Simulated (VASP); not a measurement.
Runs of VASP 6.6.1 on BAs. The structure is cubic, space group F-43m (No. 216). Conventional cell: a = 4.777 Å, b = 4.777 Å, c = 4.777 Å, α = 90.00°, β = 90.00°, γ = 90.00°. Around As (site symmetry -43m) lie 4 B at 2.07 Å. B (site symmetry -43m) is surrounded by 4 As at 2.07 Å. 

| task | level | spin | cell | k mesh | cutoff (eV) | smearing | grid for exact exchange (PRECFOCK) | exchange at q = 0 | screening parameter | mesh quality | gap on the mesh (eV) | pressure (GPa) | relaxed volume (Å³/atom) |
| --- | --- | --- | --- | --- | --- | --- | --- | --- | --- | --- | --- | --- | --- |
| single point | PBEsol | off | as given | 10 × 10 × 10 | 520 | gaussian 0.05 eV | - | - | - | not flagged | 1.08 | 0.1 | - |
| relaxation of cell and atoms | r2SCAN | off | relaxed | 10 × 10 × 10 | 600 | fermi-dirac 0.05 eV | - | - | - | not flagged | 1.38 | 0.0 | (b) |
| band structure | SCAN | off | as given | 10 × 10 × 10 | 520 | fermi-dirac 0.05 eV | - | - | - | not flagged | 1.42 | 0.2 | - |
| density of states | rSCAN | off | volume scaled by 0.96 | 10 × 10 × 10 | 520 | tetrahedron | - | - | - | not flagged | 1.34 | 7.1 | - |
| band structure | r2SCAN | SOC, no magnetisation | as given | 7 × 7 × 7 | 520 | fermi-dirac 0.05 eV | - | - | - | not flagged | - | 0.9 | - |
| relaxation of cell and atoms | PBE0 | off | relaxed | 5 × 5 × 5 | 600 | fermi-dirac 0.05 eV | Fast | default | - | coarse | 2.57 | 0.0 | 13.57 |
| relaxation of cell and atoms | SCAN | off | relaxed | 10 × 10 × 10 | 600 | fermi-dirac 0.05 eV | - | - | - | not flagged | 1.42 | 0.0 | (a) |
| relaxation of cell and atoms | HSE06+MBD | off | relaxed | 5 × 5 × 5 | 600 | tetrahedron | Normal | - | 0.2 1/A | coarse | 1.85 | -0.1 | 13.41 |
| band structure | PBE0 | off | as given | 5 × 5 × 5 | 520 | fermi-dirac 0.05 eV | Fast | truncated | - | coarse | 2.55 | (c) | - |
| band structure | r2SCAN | off | as given | 10 × 10 × 10 | 520 | fermi-dirac 0.05 eV | - | - | - | not flagged | 1.37 | 0.9 | - |
| single point | PBE0 | SOC, no magnetisation | as given | 4 × 4 × 4 | 520 | fermi-dirac 0.05 eV | Normal | truncated | - | coarse | - | -0.2 | - |

Alike in all rows: potentials or basis VASP PAW PBE potentials, release 64 (As, B).

Fill in the values left out.

(a) 13.64; (b) 13.71; (c) -0.6.

Caveats: some runs use coarse meshes; the PAW data sets were made with another functional, which shifts forces and pressure a little; an odd mesh through Γ misses points on the zone boundary, where band edges often lie (some runs).

A k mesh can miss the band edges, and rows without SOC leave out spin-orbit coupling on As.

Runs at the PBE level aren't shown here.
